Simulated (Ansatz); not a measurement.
The guess for ZnS was made by a generator: 4-connected net, two elements alternating (P4_2/mnm, No. 136). Lengths were set from tabulated atomic sizes, so they are only a guess.

```cif
data_structure
_symmetry_space_group_name_H-M 'P4_2/mnm'
_symmetry_Int_Tables_number 136
_cell_length_a 6.1269
_cell_length_b 6.1269
_cell_length_c 3.6772
_cell_angle_alpha 90.000
_cell_angle_beta 90.000
_cell_angle_gamma 90.000
_cell_volume 138.04
loop_
_atom_site_label
_atom_site_type_symbol
_atom_site_symmetry_multiplicity
_atom_site_Wyckoff_symbol
_atom_site_fract_x
_atom_site_fract_y
_atom_site_fract_z
_atom_site_occupancy
Zn1 Zn 4 f 0.68050 0.68050 0.00000 1
S1 S 4 g 0.81950 0.81950 0.50000 1
```

The calculation used Ansatz, DFT PBE, scalar-relativistic, plane waves, PAW. Cutoff 420 eV, Gaussian smearing, Γ-centred meshes. Cell and atoms relax first on a coarse mesh and then on a converged one. In between, the cell is made exact in the group found at 0.06 Å. The steps can't lower the symmetry of their start. No spin polarisation.

A guess keeps its type if space group and coordination stay and the shape of the cell changes little (axis ratios within about 15 %, angles within 6°); the volume may change.

**Question.** Will the relaxed cell still be of the starting type?

**Answer.** It keeps its type. The symmetry stays P4_2/mnm (No. 136). The volume per atom grows by 23.0 %, from 17.3 to 21.2 Å³. The shortest distance goes from 2.20 Å (Zn–S) to 2.33 Å (Zn–S). The ratio c/a of the conventional cell changes by a factor of 0.97. Counting neighbours within 15 % of an atom's shortest distance, the start has S 4, Zn 4 and the end S 4, Zn 4.

The zero of energy is the elements' standard structures at the same level; no fitted shifts are applied.

**Question.** At what energy does it end?

**Answer.** −0.781 eV/atom. Whether it is stable depends on the other phases of the system, which aren't compared here.

The last run used a 4×4×8 mesh (in the run's order of axes) for its 8-atom cell and Gaussian smearing of 0.02 eV. The reference form of S is held partly by dispersion forces, which this level lacks. A later test with randomly moved atoms came back to the same energy, though modes that don't fit the test's cell weren't probed.
